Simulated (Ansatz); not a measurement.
# Pd(110) / 1 layer Rh(110) / Pd(110): resistance against film thickness

Wanted: interface resistance and thickness dependence for Pd(110) / 1 layer Rh(110) / Pd(110).

Program: Ansatz 0.2.0. Level of theory: Ansatz plane-wave DFT, PBE, PAW files; ballistic transport by layer matching (Landauer), zero bias; PAW set soft_1, in the first sound run; inputs show where later runs differ. Results are calculated unless marked as measured.

This is a report of a sequence of runs, with most program output left out.

## Step 1: Starting point

The cell holds 14 atoms: 13 Pd and 1 Rh. Cell: a = 2.751 Å, b = 3.890 Å, c = 19.164 Å, α = 90.0°, β = 90.0°, γ = 90.0°. It derives from Pd and Rh. Regions: lead, 13 atoms (13 Pd); films, 1 atom (1 Rh). The structure is stacked along c, and the current runs across the ab planes.

## Step 2: With 1 layer

The film is laid into the lead at the lead's in-plane lattice, and the cell closes on the lead's own image. The mesh across the current, 26×18, is finer than the density's, because channels open and close sharply across the zone. Energies from -1 to 1 eV in steps of 0.036 eV cover the slope of the Fermi function at 300 K, so the program can form a conductance.

input.yaml reads:

```yaml
crystal:
  lattice:
    - [2.7505039575, 0.0, 0.0]
    - [0.0, 3.8898, 0.0]
    - [0.0, 0.0, 19.1636029221]
  atoms:
    - { symbol: Pd, position: [0.0, 0.0, 0.0358818742] }
    - { symbol: Pd, position: [0.5, 0.5, 0.1076456226] }
    - { symbol: Pd, position: [0.0, 0.0, 0.179409371] }
    - { symbol: Pd, position: [0.5, 0.5, 0.2511731194] }
    - { symbol: Pd, position: [0.0, 0.0, 0.3229368678] }
    - { symbol: Pd, position: [0.5, 0.5, 0.3947006163] }
    - { symbol: Rh, position: [0.0, 0.0, 0.4641181258] }
    - { symbol: Pd, position: [0.5, 0.5, 0.5335356353] }
    - { symbol: Pd, position: [0.0, 0.0, 0.6052993837] }
    - { symbol: Pd, position: [0.5, 0.5, 0.6770631322] }
    - { symbol: Pd, position: [0.0, 0.0, 0.7488268806] }
    - { symbol: Pd, position: [0.5, 0.5, 0.820590629] }
    - { symbol: Pd, position: [0.0, 0.0, 0.8923543774] }
    - { symbol: Pd, position: [0.5, 0.5, 0.9641181258] }
kpoints:
  mp_grid: { grid: [14, 10, 2] }
hamiltonian:
  xc: pbe
  pseudopotentials: { kind: paw, azcp: { folder: soft_1 } }
scf:
  occupations: { method: fermi_dirac, width: 0.1 }
output:
  transmission: { leads: [[0, 1]], kmesh: [26, 18], e_range: [-1.0, 1.0], de: 0.036 }
  write_potential: true
  write_density: true
  volumetric_format: npy
  elf: true
```

Started as:

```bash
$ ansatz run input.yaml --threads 4 --pin off --max-ram 8192MiB --backend cpu --events-out ev --progress --plain --runs-dir out
```

Wall time 12 min (4 threads of Arm Neoverse V1, shared host); peak memory 2.2 GiB.

This step gave:

```yaml
free_energy: -97050.7450 eV
energy_at_zero_smearing: -97050.2993 eV
fermi_energy: 19.92 eV
cell_area: 10.70 Å²
step_of_the_lead_s_potential: 2.7 meV
ballistic_conductance_of_the_lead: 1.63e15 S/m²
estimated_errors_of_the_lead_s_conductance: 0, 3.7, 9.5 % (band edges, k-mesh, distance from neutral)
lead_conductance_per_cell: 2.256 G₀
conductance_of_the_junction: 1.08e15 S/m²
junction_conductance_per_cell: 1.493 G₀
estimated_errors_of_the_junction_s_conductance: 0.3, 2.8, 4.2, 5.8, 8.8 % (energy step, band edges, k-mesh, leads' steps, distance from neutral)
area_resistance_that_the_stack_adds_contact_term_taken_off_spin_by_spin: 0.3133 fΩ m²
```

Per spin. The transmission, zone mean by energy, zero at the Fermi level:

| energy (eV) | transmission, zone mean |
| --- | --- |
| -1.000 | 2.41 |
| -0.928 | 2.39 |
| -0.856 | 2.39 |
| -0.784 | 2.38 |
| -0.712 | 2.32 |
| -0.676 | 2.33 |
| -0.604 | 2.30 |
| -0.532 | 2.37 |
| -0.460 | 2.39 |
| -0.388 | 2.36 |
| -0.316 | 2.35 |
| -0.244 | 2.29 |
| -0.172 | 2.20 |
| -0.100 | 1.96 |
| -0.028 | 1.64 |
| 0.008 | 1.41 |
| 0.080 | 1.22 |
| 0.152 | 1.06 |
| 0.224 | 0.957 |
| 0.296 | 0.855 |
| 0.368 | 0.902 |
| 0.440 | 0.916 |
| 0.512 | 0.931 |
| 0.584 | 0.946 |
| 0.656 | 0.970 |
| 0.692 | 0.989 |
| 0.764 | 1.01 |
| 0.836 | 1.03 |
| 0.908 | 1.04 |
| 0.980 | 1.07 |

Per spin. The open channels, zone mean, lead by energy, zero at the Fermi level:

energy (eV), open channels, zone mean, lead and a bar from the least value:
```
   -1.000       3.02 ###########################
   -0.928       3.00 ##########################
   -0.856       2.99 ##########################
   -0.784       3.04 ###########################
   -0.712       2.99 ##########################
   -0.676       2.97 ##########################
   -0.604       2.99 ##########################
   -0.532       3.15 ############################
   -0.460       3.15 ############################
   -0.388       3.17 ############################
   -0.316       3.18 #############################
   -0.244       3.29 ##############################
   -0.172       3.29 ##############################
   -0.100       2.94 ##########################
   -0.028       2.47 ####################
    0.008       2.19 ################
    0.080       1.74 ##########
    0.152       1.44 #######
    0.224       1.39 ######
    0.296       0.90 
    0.368       0.97 #
    0.440       0.96 #
    0.512       0.97 #
    0.584       0.97 #
    0.656       0.99 #
    0.692       1.01 #
    0.764       1.03 ##
    0.836       1.06 ##
    0.908       1.07 ##
    0.980       1.11 ###
```

Transmission over k1 and k2. At 0.0080 eV from the Fermi level.

Values, 12 rows by 16 columns, each cell a mean:
```
1.88 1.10 0.49 0.94 0.98 1.17 1.05 1.40 1.60 1.20 1.23 0.96 0.99 0.69 0.69 1.48
1.92 1.50 1.20 1.12 1.05 0.47 0.32 1.39 1.95 0.82 0.30 0.68 1.16 0.97 1.43 1.69
1.33 1.87 1.60 1.47 2.13 1.38 0.82 0.90 1.26 0.75 0.95 1.80 2.02 1.32 1.76 1.83
1.29 1.21 1.14 1.41 1.41 1.12 1.47 1.90 1.85 1.74 1.35 1.13 1.48 1.35 1.08 1.16
2.25 1.67 1.85 1.96 1.48 1.57 1.54 1.57 2.26 1.54 1.57 1.53 1.54 2.16 1.61 1.87
3.04 2.14 1.75 2.10 2.10 1.72 1.55 2.00 2.38 1.66 1.62 1.87 2.13 2.10 1.64 2.47
2.89 1.81 1.77 1.89 1.72 1.59 1.54 1.82 2.38 1.62 1.59 1.62 1.75 1.98 1.58 2.25
1.43 1.17 1.26 1.54 1.17 1.21 1.50 1.95 2.08 1.85 1.32 1.17 1.28 1.60 1.11 1.15
1.28 1.77 1.59 1.56 2.04 1.32 1.13 1.04 1.36 0.94 1.30 1.56 1.98 1.46 1.66 1.66
1.74 1.72 1.33 1.25 1.47 0.73 0.29 1.11 1.69 0.62 0.31 1.12 1.52 1.04 1.61 1.84
1.89 1.20 0.87 0.97 0.97 0.91 0.83 1.49 1.77 1.17 0.91 0.85 0.99 0.83 1.01 1.52
1.83 0.96 0.06 0.31 0.43 1.80 1.63 1.36 1.38 1.35 1.84 1.28 0.33 0.18 0.29 1.40
```
Columns: k1 (b1) from -0.5 to 0.462; rows upwards: k2 (b2) from -0.5 to 0.444.

Open channels over k1 and k2. At 0.0080 eV from the Fermi level.

Ten even steps from '_' (0.00) to '@' (4.00):
```
++++++++__::::::::++++++++++++++++++::::::::__++++++
++++++##::::::::::::::++++++++++::::::::::::::##++++
++++++##::++++++::::::::++@@++::::::::++++++::##++++
@@@@++######@@@@@@++::::::##::::::++@@@@@@######++@@
++++++++######@@++++++::######::++++++@@######++++++
++++++++######++++++++@@@@##@@@@++++++++######++++++
++++++++########++++++++++##++++++++++########++++++
@@@@++++########++++++++######++++++++########++++@@
@@@@@@++##########++++++######++++++##########++@@@@
@@@@++++########++++++++######++++++++########++++@@
++++++++########++++++++++##++++++++++########++++++
++++++++######++++++++@@@@##@@@@++++++++######++++++
++++++++######@@++++++::######::++++++@@######++++++
@@@@++######@@@@@@++::::::##::::::++@@@@@@######++@@
++++++##::++++++::::::::++@@++::::::::++++++::##++++
++++++##::::::::::::::++++++++++::::::::::::::##++++
++++++++__::::::::++++++++++++++++++::::::::__++++++
++++++++________++++++++++++++++++++++________++++++
```
Columns: k1 (b1) from -0.5 to 0.462; rows upwards: k2 (b2) from -0.5 to 0.444.

Electrostatic potential energy in the ca plane at fractional y = 0.000, with atoms of Pd and Rh within 0.2 Å of it. With pseudopotentials it is smooth inside the atoms' cores, unlike the true potential.

Ten even steps from '0' (-56 eV) to '9' (24 eV), each cell a mean:
```
20258984103799730148983002699630158985103699
54579997445899854479996335899854479997445899
87899999878999987899999778999987899999878999
99999999999999999999999999999999999999999999
98999999989999998999999889999998999999989999
65689998657999975689997556899875689998657999
32369985224799742258984113799742368985324799
10148984002699620048983001599620048984002699
```
Columns run along c (16.0 Å, from fractional 0.01 to 0.85 of the cell; values clipped at the 3rd and 97th percentile), rows up along a (2.8 Å). Atoms in or near the plane, at fractional coordinates: Pd at (0.04, 0.00), Pd at (0.18, 0.00), Pd at (0.32, 0.00), Rh at (0.46, 0.00), Pd at (0.61, 0.00), Pd at (0.75, 0.00).

Valence density in the ca plane at fractional y = 0.000, with atoms of Pd and Rh within 0.2 Å of it. It is the smooth field of the valence electrons, not physical close to the nuclei.

Values in e/Å³, 5 rows by 16 columns, each cell a mean:
```
 9  2  2  8  1  4  6  0  6  3  1  9  1  3  8  0
 1  0  0  1  0  1  1  0  1  1  0  1  0  0  1  0
 0  0  0  0  0  0  0  0  0  0  0  0  0  0  0  0
 3  1  1  3  0  1  2  0  2  1  0  3  0  1  3  0
12  2  3 11  1  6  9  1  9  4  1 12  2  4 11  1
```
Columns run along c (16.0 Å, from fractional 0.01 to 0.85 of the cell), rows up along a (2.8 Å). Atoms in or near the plane, at fractional coordinates: Pd at (0.04, 0.00), Pd at (0.18, 0.00), Pd at (0.32, 0.00), Rh at (0.46, 0.00), Pd at (0.61, 0.00), Pd at (0.75, 0.00).

ELF in the ca plane at fractional y = 0.000, with atoms of Pd and Rh within 0.2 Å of it. It is the smooth field of the valence electrons, not physical close to the nuclei.

Values, 5 rows by 16 columns, each cell a mean:
```
0.37 0.31 0.33 0.37 0.25 0.36 0.38 0.24 0.62 0.45 0.29 0.36 0.29 0.34 0.37 0.23
0.32 0.21 0.22 0.31 0.18 0.25 0.28 0.18 0.31 0.25 0.20 0.32 0.20 0.23 0.31 0.18
0.21 0.17 0.17 0.21 0.16 0.19 0.20 0.17 0.23 0.21 0.17 0.21 0.17 0.18 0.20 0.16
0.39 0.25 0.26 0.39 0.20 0.32 0.35 0.20 0.43 0.32 0.23 0.39 0.23 0.28 0.38 0.19
0.31 0.32 0.33 0.31 0.27 0.34 0.34 0.25 0.66 0.49 0.31 0.30 0.30 0.34 0.32 0.25
```
Columns run along c (16.0 Å, from fractional 0.01 to 0.85 of the cell), rows up along a (2.8 Å). Atoms in or near the plane, at fractional coordinates: Pd at (0.04, 0.00), Pd at (0.18, 0.00), Pd at (0.32, 0.00), Rh at (0.46, 0.00), Pd at (0.61, 0.00), Pd at (0.75, 0.00).

The lead's potential steps by 2.7 meV from period to period, small in itself. The program estimates the junction's conductance to 4.2 % from the k-mesh, 8.8 % from the leads' distance from neutral and 5.8 % from their steps.

By hand: 1/G − 1/G_lead = 1/1.081 − 1/1.634 = 0.313 fΩ m² with G in 10¹⁵ S/m².

## Step 3: With 3 layers, film layers 3

The stack now holds 3 film layers; the k-mesh follows the cell, and the energies span -0.27 to 0.27 eV.

System of this step: Pd(110) / 3 layers Rh(110) / Pd(110). The cell holds 16 atoms: 13 Pd and 3 Rh. Its edges and angles: a = 2.751 Å, b = 3.890 Å, c = 21.734 Å, α = 90.0°, β = 90.0°, γ = 90.0°. It derives from Pd and Rh. Regions: lead, 13 atoms (13 Pd); films, 3 atoms (3 Rh). The structure is stacked along c, and the current runs across the ab planes.

input.yaml reads:

```yaml
crystal:
  lattice:
    - [2.7505039575, 0.0, 0.0]
    - [0.0, 3.8898, 0.0]
    - [0.0, 0.0, 21.7342573193]
  atoms:
    - { symbol: Pd, position: [0.0, 0.0, 0.0316378876] }
    - { symbol: Pd, position: [0.5, 0.5, 0.0949136627] }
    - { symbol: Pd, position: [0.0, 0.0, 0.1581894378] }
    - { symbol: Pd, position: [0.5, 0.5, 0.221465213] }
    - { symbol: Pd, position: [0.0, 0.0, 0.2847409881] }
    - { symbol: Pd, position: [0.5, 0.5, 0.3480167632] }
    - { symbol: Rh, position: [0.0, 0.0, 0.4092238047] }
    - { symbol: Rh, position: [0.5, 0.5, 0.4683621124] }
    - { symbol: Rh, position: [0.0, 0.0, 0.5275004202] }
    - { symbol: Pd, position: [0.5, 0.5, 0.5887074617] }
    - { symbol: Pd, position: [0.0, 0.0, 0.6519832368] }
    - { symbol: Pd, position: [0.5, 0.5, 0.7152590119] }
    - { symbol: Pd, position: [0.0, 0.0, 0.778534787] }
    - { symbol: Pd, position: [0.5, 0.5, 0.8418105622] }
    - { symbol: Pd, position: [0.0, 0.0, 0.9050863373] }
    - { symbol: Pd, position: [0.5, 0.5, 0.9683621124] }
kpoints:
  mp_grid: { grid: [14, 10, 2] }
hamiltonian:
  xc: pbe
  pseudopotentials: { kind: paw, azcp: { folder: soft_1 } }
scf:
  occupations: { method: fermi_dirac, width: 0.1 }
output:
  transmission:
    leads: [[0, 1]]
    kmesh: [26, 18]
    e_range: [-0.27, 0.27]
    de: 0.036
  write_potential: true
  write_density: true
  volumetric_format: npy
```

It took 7.8 min on 4 threads; peak memory 2.7 GiB; 27 min of CPU time.

Numbers from this step:

```yaml
free_energy: -109856.6155 eV
energy_at_zero_smearing: -109856.1488 eV
fermi_energy: 20.23 eV
step_of_the_lead_s_potential: 2.6 meV
estimated_errors_of_the_lead_s_conductance: 0, 3.7, 9.7 % (band edges, k-mesh, distance from neutral)
lead_conductance_per_cell: 2.250 G₀
conductance_of_the_junction: 8.84e14 S/m²
junction_conductance_per_cell: 1.221 G₀
estimated_errors_of_the_junction_s_conductance: 0.9, 3.2, 4.4, 7.5, 6.9 % (energy step, band edges, k-mesh, leads' steps, distance from neutral)
area_resistance_that_the_stack_adds_contact_term_taken_off_spin_by_spin: 0.5171 fΩ m²
```

Per spin. The transmission, zone mean by energy, zero at the Fermi level:

```
energy (eV)  transmission, zone mean
     -0.270                     2.00
     -0.234                     1.95
     -0.198                     1.91
     -0.162                     1.80
     -0.126                     1.66
     -0.090                     1.53
     -0.054                     1.37
     -0.018                     1.23
      0.018                     1.15
      0.054                     1.11
      0.090                     1.09
      0.126                    0.978
      0.162                    0.880
      0.198                    0.768
      0.234                    0.713
      0.270                    0.680
```

The conductance of the junction is 8.8e14 S/m², 18 % under the 1.1e15 S/m² of the last finished run.

## Step 4: With 5 layers, k-mesh 14×10×1, film layers 5

The stack now holds 5 film layers; the k-mesh follows the cell, and the energies span -0.27 to 0.27 eV.

System of this step: Pd(110) / 5 layers Rh(110) / Pd(110). The cell holds 18 atoms: 13 Pd and 5 Rh. Cell: a = 2.751 Å, b = 3.890 Å, c = 24.305 Å, α = 90.0°, β = 90.0°, γ = 90.0°. It derives from Pd and Rh. Regions: lead, 13 atoms (13 Pd); films, 5 atoms (5 Rh). The structure is stacked along c, and the current runs across the ab planes.

input.yaml, the sections that differ from step 3:

```yaml
crystal:
  lattice:
    - [2.7505039575, 0.0, 0.0]
    - [0.0, 3.8898, 0.0]
    - [0.0, 0.0, 24.3049117165]
  atoms:
    - { symbol: Pd, position: [0.0, 0.0, 0.0282916473] }
    - { symbol: Pd, position: [0.5, 0.5, 0.0848749418] }
    - { symbol: Pd, position: [0.0, 0.0, 0.1414582364] }
    - { symbol: Pd, position: [0.5, 0.5, 0.1980415309] }
    - { symbol: Pd, position: [0.0, 0.0, 0.2546248255] }
    - { symbol: Pd, position: [0.5, 0.5, 0.31120812] }
    - { symbol: Rh, position: [0.0, 0.0, 0.3659414844] }
    - { symbol: Rh, position: [0.5, 0.5, 0.4188249186] }
    - { symbol: Rh, position: [0.0, 0.0, 0.4717083527] }
    - { symbol: Rh, position: [0.5, 0.5, 0.5245917869] }
    - { symbol: Rh, position: [0.0, 0.0, 0.5774752211] }
    - { symbol: Pd, position: [0.5, 0.5, 0.6322085854] }
    - { symbol: Pd, position: [0.0, 0.0, 0.68879188] }
    - { symbol: Pd, position: [0.5, 0.5, 0.7453751745] }
    - { symbol: Pd, position: [0.0, 0.0, 0.8019584691] }
    - { symbol: Pd, position: [0.5, 0.5, 0.8585417636] }
    - { symbol: Pd, position: [0.0, 0.0, 0.9151250582] }
    - { symbol: Pd, position: [0.5, 0.5, 0.9717083527] }
kpoints:
  mp_grid: { grid: [14, 10, 1] }
# hamiltonian, scf, output: as in step 3
```

The job ended after 8 min (4 threads; peak memory 2.2 GiB).

This step gave:

```yaml
free_energy: -122662.4588 eV
energy_at_zero_smearing: -122661.9444 eV
fermi_energy: 20.45 eV
step_of_the_lead_s_potential: 0.8 meV
ballistic_conductance_of_the_lead: 1.66e15 S/m²
estimated_errors_of_the_lead_s_conductance: 0, 3.7, 8.2 % (band edges, k-mesh, distance from neutral)
lead_conductance_per_cell: 2.291 G₀
conductance_of_the_junction: 8.86e14 S/m²
junction_conductance_per_cell: 1.224 G₀
estimated_errors_of_the_junction_s_conductance: 0.6, 3, 5, 0.8, 4.3 % (energy step, band edges, k-mesh, leads' steps, distance from neutral)
area_resistance_that_the_stack_adds_contact_term_taken_off_spin_by_spin: 0.5271 fΩ m²
```

Per spin. Table of transmission, zone mean by energy, zero at the Fermi level:

```csv
energy (eV),"transmission, zone mean"
-0.270,1.84
-0.234,1.77
-0.198,1.75
-0.162,1.64
-0.126,1.55
-0.090,1.45
-0.054,1.33
-0.018,1.24
0.018,1.18
0.054,1.13
0.090,1.10
0.126,1.02
0.162,0.947
0.198,0.896
0.234,0.834
0.270,0.760
```

The conductance of the junction is 8.9e14 S/m², 0.24 % over the 8.8e14 S/m² of the last finished run, within the error estimates, leads' steps apart, of 6.9 and 5 %.

## Step 5: With 7 layers, k-mesh 14×10×1, film layers 7

The stack now holds 7 film layers; the k-mesh follows the cell, and the energies span -0.27 to 0.27 eV.

System of this step: Pd(110) / 7 layers Rh(110) / Pd(110). The cell holds 20 atoms: 13 Pd and 7 Rh. Cell: a = 2.751 Å, b = 3.890 Å, c = 26.876 Å, α = 90.0°, β = 90.0°, γ = 90.0°. It derives from Pd and Rh. Regions: lead, 13 atoms (13 Pd); films, 7 atoms (7 Rh). The structure is stacked along c, and the current runs across the ab planes.

input.yaml, the sections that differ from step 4:

```yaml
crystal:
  lattice:
    - [2.7505039575, 0.0, 0.0]
    - [0.0, 3.8898, 0.0]
    - [0.0, 0.0, 26.8755661137]
  atoms:
    - { symbol: Pd, position: [0.0, 0.0, 0.0255855444] }
    - { symbol: Pd, position: [0.5, 0.5, 0.0767566331] }
    - { symbol: Pd, position: [0.0, 0.0, 0.1279277219] }
    - { symbol: Pd, position: [0.5, 0.5, 0.1790988106] }
    - { symbol: Pd, position: [0.0, 0.0, 0.2302698994] }
    - { symbol: Pd, position: [0.5, 0.5, 0.2814409881] }
    - { symbol: Rh, position: [0.0, 0.0, 0.3309390929] }
    - { symbol: Rh, position: [0.5, 0.5, 0.3787642138] }
    - { symbol: Rh, position: [0.0, 0.0, 0.4265893347] }
    - { symbol: Rh, position: [0.5, 0.5, 0.4744144556] }
    - { symbol: Rh, position: [0.0, 0.0, 0.5222395765] }
    - { symbol: Rh, position: [0.5, 0.5, 0.5700646974] }
    - { symbol: Rh, position: [0.0, 0.0, 0.6178898183] }
    - { symbol: Pd, position: [0.5, 0.5, 0.6673879231] }
    - { symbol: Pd, position: [0.0, 0.0, 0.7185590119] }
    - { symbol: Pd, position: [0.5, 0.5, 0.7697301006] }
    - { symbol: Pd, position: [0.0, 0.0, 0.8209011894] }
    - { symbol: Pd, position: [0.5, 0.5, 0.8720722781] }
    - { symbol: Pd, position: [0.0, 0.0, 0.9232433669] }
    - { symbol: Pd, position: [0.5, 0.5, 0.9744144556] }
# kpoints, hamiltonian, scf, output: as in step 4
```

Elapsed: 8.8 min, on 4 threads; peak memory 2.6 GiB.

This step gave:

- free energy: -135468.2996 eV
- energy at zero smearing: -135467.7470 eV
- Fermi energy: 20.64 eV
- step of the lead's potential: 1.5 meV
- ballistic conductance of the lead: 1.64e15 S/m²
- estimated errors of the lead's conductance: 0, 3.7, 9 % (band edges, k-mesh, distance from neutral)
- lead conductance per cell: 2.268 G₀
- conductance of the junction: 8.35e14 S/m²
- junction conductance per cell: 1.154 G₀
- estimated errors of the junction's conductance: 0.2, 3, 5, 2.5, 6.6 % (energy step, band edges, k-mesh, leads' steps, distance from neutral)
- area resistance that the stack adds (contact term taken off, spin by spin): 0.5890 fΩ m²

Per spin. Table of transmission, zone mean by energy, zero at the Fermi level:

| energy (eV) | transmission, zone mean |
| --- | --- |
| -0.270 | 1.82 |
| -0.234 | 1.79 |
| -0.198 | 1.79 |
| -0.162 | 1.65 |
| -0.126 | 1.54 |
| -0.090 | 1.39 |
| -0.054 | 1.30 |
| -0.018 | 1.19 |
| 0.018 | 1.09 |
| 0.054 | 0.997 |
| 0.090 | 0.941 |
| 0.126 | 0.953 |
| 0.162 | 0.887 |
| 0.198 | 0.844 |
| 0.234 | 0.791 |
| 0.270 | 0.715 |

The conductance of the junction is 8.4e14 S/m², 5.8 % under the 8.9e14 S/m² of the last finished run, within the error estimates, leads' steps apart, of 5 and 6.6 %.

(Part 1 of 2 ends here.)

[Logs are printed without paths, hosts, clocks, repeated set-up lines and the standing remarks that a program may print on its own settings, such as how far it seeks lower states.]

[Hosts, paths, dates, database ids (printed as entryN), source tags and the programs' standing remarks are cut or masked in the printed files.]
